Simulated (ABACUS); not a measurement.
The system is V.

```
V
1.0
    -1.51435    1.51435    1.51435
     1.51435   -1.51435    1.51435
     1.51435    1.51435   -1.51435
V
1
Direct
  0.00000 0.00000 0.00000
```

```yaml
Program: ABACUS 3.10.1
Task: relaxation of cell and atoms
Functional: LDA
Potentials_or_basis: PseudoDojo NC SR 0.4.1 LDA stringent
Cutoff: 1361 eV
Density_cutoff: 5442 eV
Basis: DZP LCAO (the cutoffs set its grid)
k_mesh: 11 × 11 × 11
Occupations: fermi-dirac, width 0.05 eV
Spin: collinear spin, ferromagnetic start
Starting_moments: "[2.0] μB"
```

At the start: pressure -16.4 GPa; volume 13.89 Å³/atom.

Task: How do energy, volume and symmetry change on relaxing?

Result: Over 39 steps the energy falls by 66.4 meV/atom and the volume is 12.68 Å³/atom (-8.7 %); space group Im-3m (No. 229, to 0.05 Å); moment 0.00 μB per cell.

Step by step:
| step | energy change (eV) | largest force (eV/Å) | pressure (GPa) | volume (Å³) |
| --- | --- | --- | --- | --- |
| 1 | 0.0000 | 0.0000 | -16.37 | 13.89 |
| 2 | 0.0899 | 0.0000 | 35.96 | 11.14 |
| 3 | -0.0663 | 0.0000 | -0.73 | 12.73 |
| 4 | -0.0664 | 0.0000 | -0.10 | 12.69 |
| 5 | -0.0664 | 0.0000 | -0.10 | 12.69 |
| 6 | -0.0664 | 0.0000 | -0.09 | 12.69 |
| 7 | -0.0664 | 0.0000 | -0.09 | 12.69 |
| 8 | -0.0664 | 0.0000 | -0.09 | 12.69 |
| 9 | -0.0664 | 0.0000 | -0.09 | 12.69 |
| 10 | -0.0664 | 0.0000 | -0.09 | 12.69 |
| 11 | -0.0664 | 0.0000 | -0.09 | 12.69 |
| 12 | -0.0664 | 0.0000 | -0.09 | 12.69 |
| 13 | -0.0664 | 0.0000 | -0.09 | 12.69 |
| 14 | -0.0664 | 0.0000 | -0.09 | 12.69 |
| 15 | -0.0664 | 0.0000 | -0.09 | 12.69 |
| 16 | -0.0664 | 0.0000 | -0.09 | 12.69 |
| 17 | -0.0664 | 0.0000 | -0.09 | 12.69 |
| 18 | -0.0664 | 0.0000 | -0.09 | 12.69 |
| 19 | -0.0664 | 0.0000 | -0.09 | 12.69 |
| 20 | -0.0664 | 0.0000 | -0.09 | 12.69 |
| 21 | -0.0664 | 0.0000 | -0.09 | 12.69 |
| 22 | -0.0664 | 0.0000 | -0.09 | 12.69 |
| 23 | -0.0664 | 0.0000 | -0.09 | 12.69 |
| 24 | -0.0664 | 0.0000 | -0.09 | 12.69 |
| 25 | -0.0664 | 0.0000 | -0.09 | 12.69 |
| 26 | -0.0664 | 0.0000 | -0.09 | 12.69 |
| 27 | -0.0664 | 0.0000 | -0.09 | 12.69 |
| 28 | -0.0664 | 0.0000 | -0.08 | 12.69 |
| 29 | -0.0664 | 0.0000 | -0.08 | 12.69 |
| 30 | -0.0664 | 0.0000 | -0.07 | 12.69 |
| 31 | -0.0664 | 0.0000 | -0.07 | 12.69 |
| 32 | -0.0664 | 0.0000 | -0.07 | 12.69 |
| 33 | -0.0664 | 0.0000 | -0.06 | 12.69 |
| 34 | -0.0664 | 0.0000 | -0.05 | 12.69 |
| 35 | -0.0664 | 0.0000 | -0.05 | 12.69 |
| 36 | -0.0664 | 0.0000 | -0.04 | 12.68 |
| 37 | -0.0664 | 0.0000 | -0.03 | 12.68 |
| 38 | -0.0664 | 0.0000 | -0.02 | 12.68 |
| 39 | -0.0664 | 0.0000 | -0.02 | 12.68 |

Final structure:
```
CELL_PARAMETERS angstrom
-1.46912 1.46912 1.46912
1.46912 -1.46912 1.46912
1.46912 1.46912 -1.46912
ATOMIC_POSITIONS crystal
V 0.00000 0.00000 0.00000
```

Caveat: the atomic orbitals were generated for these runs and aren't a published set; the basis of atomic orbitals isn't converged, which shifts pressures, moduli and gaps.
